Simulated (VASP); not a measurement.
**BN in VASP: how settings move the r2SCAN single point**

The r2SCAN single point of rocksalt BN, under +3.0 % strain along [111] alone is repeated with altered inputs. Which of them can be trusted? This is a trial cell built on a prototype, not taken from a measured structure, and it needn't be the compound's ground state.

Code: VASP 6.6.1. PAW datasets, plane waves. Spin-unpolarised (in the reference). Whether this structure exists isn't addressed.

### Step 1. The cell

The cell comes from an earlier relaxation with r2SCAN in another program, then strained, with the atoms relaxed again. Some of the altered inputs switch spin polarisation on.

The symmetry is R-3m (No. 166, trigonal); a = 2.469 Å, c = 6.229 Å in the conventional setting, 5.48 Å³ an atom. B has 6 N at 1.76 Å; N has 6 B at 1.76 Å.

The structure in full:

```cif
data_structure
_symmetry_space_group_name_H-M 'P 1'
_symmetry_Int_Tables_number 1
_cell_length_a 2.5186
_cell_length_b 2.5186
_cell_length_c 2.5186
_cell_angle_alpha 58.701
_cell_angle_beta 58.701
_cell_angle_gamma 58.701
_cell_volume 10.96
loop_
_atom_site_label
_atom_site_type_symbol
_atom_site_fract_x
_atom_site_fract_y
_atom_site_fract_z
_atom_site_occupancy
B1 B 0.00000 0.00000 0.00000 1
N1 N 0.50000 0.50000 0.50000 1
```

### Step 2. Baseline

Input file INCAR:

```
ENCUT = 520.000000
SIGMA = 0.010000
EDIFF = 1.00e-07
ALGO = Normal
METAGGA = R2SCAN
PREC = Accurate
IBRION = -1
ISIF = 2
ISMEAR = 0
NBANDS = 11
NELM = 120
NSW = 0
LASPH = .TRUE.
LCHARG = .FALSE.
LWAVE = .FALSE.
LREAL = .FALSE.
```

Input file KPOINTS:

```
KPOINTS created by Atomic Simulation Environment
0
Gamma
12 12 12
0 0 0
```

Input file POSCAR:

```
B  N
 1.0000000000000000
     0.0349165187000000    1.7807424537000001    1.7807424537000001
     1.7807424537000001    0.0349165187000000    1.7807424537000001
     1.7807424537000001    1.7807424537000001    0.0349165187000000
 B   N
   1   1
Cartesian
  0.0000000000000000  0.0000000000000000  0.0000000000000000
  1.7982007130500000  1.7982007130500000  1.7982007130500000
```

A file KPOINTS_OPT adds named points for the levels; it doesn't enter the self-consistent loop.

Potentials: the recommended PBE PAW datasets, 8 valence electrons.

On the command line:

```console
mpirun -np 1 vasp_std
```

The closing lines of the self-consistent loop in OSZICAR:

```text
DAV:  12    -0.153946938510E+02   -0.48282E-06   -0.29817E-06  4824   0.173E-02    0.385E-03
DAV:  13    -0.153946940286E+02   -0.17760E-06   -0.11912E-07  4635   0.365E-03    0.108E-03
DAV:  14    -0.153946940519E+02   -0.23378E-07   -0.29923E-09  2379   0.604E-04
   1 F= -.15394694E+02 E0= -.15394694E+02  d E =-.168321E-66
```

It took 77 s on 1 MPI rank of Intel Xeon Platinum 8488C, shared host; peak memory 0.15 GiB.

It gives: energy (σ→0) -15.3947 eV, pressure -10.48 GPa, gap on the mesh 0.92 eV.

### Step 3. Variant 1

Changes to INCAR since step 2:

```diff
@@ -3,4 +3,2 @@
 EDIFF = 1.00e-07
-ALGO = Normal
-METAGGA = R2SCAN
 PREC = Accurate
@@ -16 +14,4 @@
 LREAL = .FALSE.
+ALGO = Damped
+TIME = 0.4
+METAGGA = RSCAN
```

KPOINTS is that of step 2.

POSCAR is that of step 2.

On the command line:

```console
mpirun -np 1 vasp_std
```

Printed to the terminal (iteration lines stand in OSZICAR):

```text
POSCAR found type information on POSCAR B N
 POSCAR found :  2 types and       2 ions
 -----------------------------------------------------------------------------
|                                                                             |
|                                                                             |
|     You enforced a specific xc type in the INCAR file but a different       |
|     I HOPE YOU KNOW WHAT YOU ARE DOING!                                     |
|                                                                             |
 -----------------------------------------------------------------------------

 LDA part: xc-table for (None), standard interpolation
 POSCAR, INCAR and KPOINTS ok, starting setup
 FFT: planning ... GRIDC
 FFT: planning ... GRID_SOFT
 FFT: planning ... GRID
 WAVECAR not read
 entering main loop
 final diagonalization occupied
```

OSZICAR:

```text
N       E                     dE             d eps       ncg     rms           ort
DAV:   1     0.215745233174E+02    0.21575E+02   -0.52791E+03  2079   0.812E+02
DAV:   2    -0.176350532336E+02   -0.39210E+02   -0.36705E+02  2079   0.191E+02
DAV:   3    -0.192747824519E+02   -0.16397E+01   -0.16156E+01  2079   0.355E+01
DAV:   4    -0.193263542747E+02   -0.51572E-01   -0.51174E-01  2079   0.595E+00
DAV:   5    -0.193282957048E+02   -0.19414E-02   -0.19319E-02  2079   0.999E-01
SDA:   6    -0.150494865102E+02    0.42788E+01   -0.12431E+01  2079   0.311E+01   0.000E+00
DMP:   7    -0.159248657070E+02   -0.87538E+00   -0.41072E+00  2079   0.540E+00   0.128E+01
DMP:   8    -0.161152163544E+02   -0.19035E+00   -0.97585E-02  2079   0.526E-01  -0.737E-01
DMP:   9    -0.160987112250E+02    0.16505E-01   -0.32403E-01  2079   0.122E+00  -0.108E+00
DMP:  10    -0.161230909009E+02   -0.24380E-01   -0.26272E-01  2079   0.502E-01   0.405E-01
DMP:  11    -0.161385252840E+02   -0.15434E-01   -0.37095E-02  2079   0.494E-02   0.113E-01
DMP:  12    -0.161392181694E+02   -0.69289E-03   -0.71957E-03  2079   0.402E-02  -0.582E-02
DMP:  13    -0.161396364978E+02   -0.41833E-03   -0.12994E-02  2079   0.313E-02   0.300E-03
DMP:  14    -0.161405088052E+02   -0.87231E-03   -0.41788E-03  2079   0.616E-03   0.112E-02
DMP:  15    -0.161406958856E+02   -0.18708E-03   -0.27250E-04  2079   0.108E-03  -0.104E-03
DMP:  16    -0.161406915876E+02    0.42980E-05   -0.45839E-04  2079   0.148E-03  -0.878E-04
DMP:  17    -0.161407253979E+02   -0.33810E-04   -0.30968E-04  2079   0.567E-04   0.543E-04
DMP:  18    -0.161407436374E+02   -0.18240E-04   -0.40910E-05  2079   0.523E-05   0.131E-04
DMP:  19    -0.161407442961E+02   -0.65876E-06   -0.62406E-06  2079   0.440E-05  -0.743E-05
DMP:  20    -0.161407446792E+02   -0.38311E-06   -0.15721E-05  2079   0.386E-05   0.183E-06
DMP:  21    -0.161407457845E+02   -0.11052E-05   -0.58001E-06  2079   0.835E-06   0.161E-05
DMP:  22    -0.161407460615E+02   -0.27703E-06   -0.26383E-07  2079   0.712E-07  -0.137E-07
DMP:  23    -0.161407460391E+02    0.22461E-07   -0.36601E-07  2079   0.151E-06  -0.156E-06
   1 F= -.16140746E+02 E0= -.16140746E+02  d E =-.697734E-20
```

OUTCAR, selected sections:

```text
k-points           NKPTS =    189   k-points in BZ     NKDIM =    189   number of bands    NBANDS=     11

   NELECT =       8.0000    total number of electrons

   dimension x,y,z NGX =    20 NGY =   20 NGZ =   20
   dimension x,y,z NGXF=    40 NGYF=   40 NGZF=   40

  energy-cutoff  :      520.00
  volume of cell :       10.96
      direct lattice vectors                 reciprocal lattice vectors
     0.034916519  1.780742454  1.780742454    -0.289177952  0.283616838  0.283616838
     1.780742454  0.034916519  1.780742454     0.283616838 -0.289177952  0.283616838
     1.780742454  1.780742454  0.034916519     0.283616838  0.283616838 -0.289177952

 k-points in reciprocal lattice and weights: KPOINTS created by Atomic Simulation Env
   0.00000000  0.00000000  0.00000000       0.001
   0.08333333  0.00000000  0.00000000       0.003
   0.16666667 -0.00000000  0.00000000       0.003
   0.25000000  0.00000000 -0.00000000       0.003
   0.33333333  0.00000000  0.00000000       0.003
   0.41666667 -0.00000000 -0.00000000       0.003
   0.50000000  0.00000000 -0.00000000       0.002
   0.08333333  0.08333333 -0.00000000       0.003
[... 181 more k-points ...]

 E-fermi :  10.0934

 k-point     1 :       0.0000    0.0000    0.0000
  band No.  band energies     occupation
      1     -13.3833      2.00000
      2       8.4718      2.00000
      3       9.2031      2.00000
      4       9.2031      2.00000
      5      18.9664      0.00000
      6      22.5915      0.00000
      7      22.5915      0.00000
      8      22.8099      0.00000
      9      28.3500      0.00000
     10      29.5386      0.00000
     11      29.5386      0.00000

 k-point     2 :       0.0833    0.0000    0.0000
  band No.  band energies     occupation
      1     -13.1809      2.00000
      2       8.1443      2.00000
      3       8.6479      2.00000
      4       9.1748      2.00000
      5      19.2259      0.00000
      6      21.8901      0.00000
      7      22.0165      0.00000
      8      22.4650      0.00000
      9      28.6753      0.00000
     10      29.1192      0.00000
     11      30.0695      0.00000

 k-point     3 :       0.1667   -0.0000    0.0000
  band No.  band energies     occupation
      1     -12.5793      2.00000
      2       6.0845      2.00000
      3       8.5468      2.00000
      4       9.1160      2.00000
      5      19.2784      0.00000
      6      20.2910      0.00000
      7      20.3650      0.00000
      8      22.4315      0.00000
      9      28.5216      0.00000
     10      30.4173      0.00000
     11      31.5650      0.00000

 k-point     4 :       0.2500    0.0000   -0.0000
  band No.  band energies     occupation
      1     -11.5997      2.00000
      2       3.3802      2.00000
      3       8.5844      2.00000
      4       9.0822      2.00000
      5      18.2708      0.00000
      6      18.5169      0.00000
      7      18.8701      0.00000
      8      22.9579      0.00000
      9      29.2149      0.00000
     10      32.6831      0.00000
     11      33.8918      0.00000

[... the tables of k-points 5 to 189 left out ...]

  Total       -0.9115875     -0.9115875     -0.9115875     -0.8689073     -0.8689073     -0.8689073
  in kB     -133.2413147   -133.2413147   -133.2413147   -127.0030072   -127.0030072   -127.0030072
  external PRESSURE =    -133.2413147 kB  Pullay stress =       0.0000000 kB

 POSITION                                       TOTAL-FORCE (eV/Angst)
 -----------------------------------------------------------------------------------
      0.00000      0.00000      0.00000        -0.000000      0.000000      0.000000
      1.79820      1.79820      1.79820         0.000000     -0.000000     -0.000000
 -----------------------------------------------------------------------------------
    total drift:                                0.000000      0.000000      0.000000

  FREE ENERGIE OF THE ION-ELECTRON SYSTEM (eV)
  ---------------------------------------------------
  free  energy   TOTEN  =       -16.1407460391 eV

  energy  without entropy=      -16.1407460391  energy(sigma->0) =      -16.14074604
```

Wall time 2.2 min (1 MPI rank of Intel Xeon Platinum 8488C, shared host); peak memory 0.16 GiB.

Changed: ALGO = Damped, TIME = 0.4, METAGGA = RSCAN. VASP runs to the end. Its total energy is on another scale than the reference's; the pressure goes from -10.5 to -13.3 GPa, the gap on the mesh goes from 0.92 to 0.95 eV. The functional is now rSCAN, on datasets made with PBE.

### Step 4. Variant 2

Changes to INCAR since step 2:

```diff
@@ -16 +16,3 @@
 LREAL = .FALSE.
+ISPIN = 2
+MAGMOM = -2 -2
```

KPOINTS is that of step 2.

POSCAR is that of step 2.

On the command line:

```console
mpirun -np 1 vasp_std
```

Standard output, without the iteration lines:

```text
POSCAR found type information on POSCAR B N
 POSCAR found :  2 types and       2 ions
 -----------------------------------------------------------------------------
|                                                                             |
|                                                                             |
|     You enforced a specific xc type in the INCAR file but a different       |
|     I HOPE YOU KNOW WHAT YOU ARE DOING!                                     |
|                                                                             |
 -----------------------------------------------------------------------------

 LDA part: xc-table for (None), standard interpolation
 POSCAR, INCAR and KPOINTS ok, starting setup
 FFT: planning ... GRIDC
 FFT: planning ... GRID_SOFT
 FFT: planning ... GRID
 WAVECAR not read
 entering main loop
```

OSZICAR:

```text
N       E                     dE             d eps       ncg     rms          rms(c)
DAV:   1     0.133040467665E+02    0.13304E+02   -0.51772E+03  8618   0.759E+02
DAV:   2    -0.127970125327E+02   -0.26101E+02   -0.24904E+02  9772   0.161E+02
DAV:   3    -0.133264206658E+02   -0.52941E+00   -0.52652E+00  9913   0.192E+01
DAV:   4    -0.133269658507E+02   -0.54518E-03   -0.54516E-03  9159   0.676E-01
DAV:   5    -0.133269661515E+02   -0.30079E-06   -0.30017E-06  9747   0.164E-02    0.143E+01
DAV:   6    -0.143553193686E+02   -0.10284E+01   -0.30218E+00  8541   0.976E+00    0.561E+00
DAV:   7    -0.152172891005E+02   -0.86197E+00   -0.60355E-01  8505   0.557E+00    0.311E+00
DAV:   8    -0.153862184320E+02   -0.16893E+00   -0.35360E-02  8715   0.174E+00    0.121E+00
DAV:   9    -0.153932811337E+02   -0.70627E-02   -0.14206E-02  9414   0.881E-01    0.689E-01
DAV:  10    -0.153946221233E+02   -0.13410E-02   -0.17502E-03  9336   0.423E-01    0.118E-01
DAV:  11    -0.153946726838E+02   -0.50561E-04   -0.65894E-04  9345   0.180E-01    0.500E-02
DAV:  12    -0.153946881142E+02   -0.15430E-04   -0.22907E-05  8979   0.451E-02    0.232E-02
DAV:  13    -0.153946936384E+02   -0.55242E-05   -0.13154E-05  9201   0.294E-02    0.565E-03
DAV:  14    -0.153946940059E+02   -0.36754E-06   -0.10002E-06  9366   0.905E-03    0.139E-03
DAV:  15    -0.153946939870E+02    0.18970E-07   -0.59704E-08  5145   0.204E-03
   1 F= -.15394694E+02 E0= -.15394694E+02  d E =-.184620E-66  mag=     0.0000
```

From OUTCAR:

```text
k-points           NKPTS =    189   k-points in BZ     NKDIM =    189   number of bands    NBANDS=     11

   NELECT =       8.0000    total number of electrons

   dimension x,y,z NGX =    20 NGY =   20 NGZ =   20
   dimension x,y,z NGXF=    40 NGYF=   40 NGZF=   40

  energy-cutoff  :      520.00
  volume of cell :       10.96
      direct lattice vectors                 reciprocal lattice vectors
     0.034916519  1.780742454  1.780742454    -0.289177952  0.283616838  0.283616838
     1.780742454  0.034916519  1.780742454     0.283616838 -0.289177952  0.283616838
     1.780742454  1.780742454  0.034916519     0.283616838  0.283616838 -0.289177952

 k-points in reciprocal lattice and weights: KPOINTS created by Atomic Simulation Env
   0.00000000  0.00000000  0.00000000       0.001
   0.08333333  0.00000000  0.00000000       0.003
   0.16666667 -0.00000000  0.00000000       0.003
   0.25000000  0.00000000 -0.00000000       0.003
   0.33333333  0.00000000  0.00000000       0.003
   0.41666667 -0.00000000 -0.00000000       0.003
   0.50000000  0.00000000 -0.00000000       0.002
   0.08333333  0.08333333 -0.00000000       0.003
[... 181 more k-points ...]

 E-fermi :  10.2417

 k-point     1 :       0.0000    0.0000    0.0000
  band No.  band energies     occupation
      1     -13.3469      1.00000
      2       8.5623      1.00000
      3       9.2935      1.00000
      4       9.2935      1.00000
      5      19.0582      0.00000
      6      22.7281      0.00000
      7      22.7281      0.00000
      8      22.9486      0.00000
      9      28.4371      0.00000
     10      29.6253      0.00000
     11      29.6253      0.00000

 k-point     2 :       0.0833    0.0000    0.0000
  band No.  band energies     occupation
      1     -13.1440      1.00000
      2       8.2314      1.00000
      3       8.7372      1.00000
      4       9.2649      1.00000
      5      19.3223      0.00000
      6      22.0217      0.00000
      7      22.1488      0.00000
      8      22.5962      0.00000
      9      28.7757      0.00000
     10      29.2138      0.00000
     11      30.1580      0.00000

 k-point     3 :       0.1667   -0.0000    0.0000
  band No.  band energies     occupation
      1     -12.5411      1.00000
      2       6.1622      1.00000
      3       8.6362      1.00000
      4       9.2051      1.00000
      5      19.3845      0.00000
      6      20.4139      0.00000
      7      20.4880      0.00000
      8      22.5496      0.00000
      9      28.6476      0.00000
     10      30.5101      0.00000
     11      31.6575      0.00000

 k-point     4 :       0.2500    0.0000   -0.0000
  band No.  band energies     occupation
      1     -11.5595      1.00000
      2       3.4493      1.00000
      3       8.6729      1.00000
      4       9.1700      1.00000
      5      18.3841      0.00000
      6      18.6326      0.00000
      7      18.9823      0.00000
      8      23.0697      0.00000
      9      29.3522      0.00000
     10      32.7814      0.00000
     11      33.9897      0.00000

[... the tables of k-points 5 to 189 left out ...]

  Total       -0.7175698     -0.7175698     -0.7175698     -0.8686596     -0.8686596     -0.8686596
  in kB     -104.8829010   -104.8829010   -104.8829010   -126.9667957   -126.9667957   -126.9667957
  external PRESSURE =    -104.8829010 kB  Pullay stress =       0.0000000 kB

 POSITION                                       TOTAL-FORCE (eV/Angst)
 -----------------------------------------------------------------------------------
      0.00000      0.00000      0.00000         0.000000     -0.000000     -0.000000
      1.79820      1.79820      1.79820        -0.000000      0.000000      0.000000
 -----------------------------------------------------------------------------------
    total drift:                                0.000000      0.000000      0.000000

  FREE ENERGIE OF THE ION-ELECTRON SYSTEM (eV)
  ---------------------------------------------------
  free  energy   TOTEN  =       -15.3946939870 eV

  energy  without entropy=      -15.3946939870  energy(sigma->0) =      -15.39469399
```

It took 2.7 min on 1 MPI rank of Intel Xeon Platinum 8488C, shared host; peak memory 0.16 GiB.

Changed: ISPIN = 2, MAGMOM = -2 -2. The run ends normally. Against the reference the energy moves by less than 0.1 meV/atom. The run starts with moments and ends with 0.00 μB a cell: no net moment is left.

### Step 5. Side by side

| run | changed | ending | energy change (meV/atom) | pressure (GPa) | gap on the mesh (eV; negative: overlap) | electronic steps | time | usable |
| --- | --- | --- | --- | --- | --- | --- | --- | --- |
| ref. | – | converged | 0 | -10.5 | 0.92 | 14 | 77 s | yes |
| 1 | ALGO = Damped, TIME = 0.4, METAGGA = RSCAN | converged | – | -13.3 | 0.95 | 23 | 2.2 min | yes |
| 2 | ISPIN = 2, MAGMOM = -2 -2 | converged | 0.0 | -10.5 | – | 15 | 2.7 min | yes |

**Reading.** Of 2 altered inputs, 2 gave usable results.
